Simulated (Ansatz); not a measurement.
Crystal: S, simple cubic type, 1 atom in the cell.

The calculation used Ansatz 0.2.0 development build, PBE, plane waves, PAW datasets (generated soft set 1).

Cutoff 420 eV; k-mesh 42×42×42 Γ-centred; Fermi–Dirac smearing of 0.0612 eV; no spin polarisation.

The fit to the energies gives V₀ = 17.218 Å³/atom (a₀ = 2.582 Å), B₀ = 83.6 GPa, B₀′ = 4.09.

(1) What pressure does the program print at V = 16.854 Å³/atom, and how far above the lowest computed point (V = 17.198 Å³/atom) does the energy lie?

## Answers

(1) 1.87 GPa and 2.08 meV/atom. All points:

```
V (Å³/atom)   a (Å)  E − E(min) (meV/atom)  P (GPa)
     16.166  2.5285                  18.66     6.00
     16.510  2.5463                   8.15     3.83
     16.854  2.5639                   2.08     1.87
     17.198  2.5812                   0.00     0.10
     17.542  2.5983                   1.53    -1.50
     17.885  2.6152                   6.33    -2.94
     18.229  2.6318                  14.07    -4.25
```

The published all-electron PBE values for this crystal (mean of FLEUR and WIEN2k, k-spacing 0.06 Å⁻¹; Bosoni et al., Nat. Rev. Phys. 6, 45 (2024)) are V₀ = 17.220 Å³/atom, B₀ = 83.6 GPa, B₀′ = 4.11.

The stress includes the program's correction for the finite plane-wave basis.

This cubic structure is a model: it isn't the usual form of the substance at ambient conditions, and such phases are metastable or hypothetical.
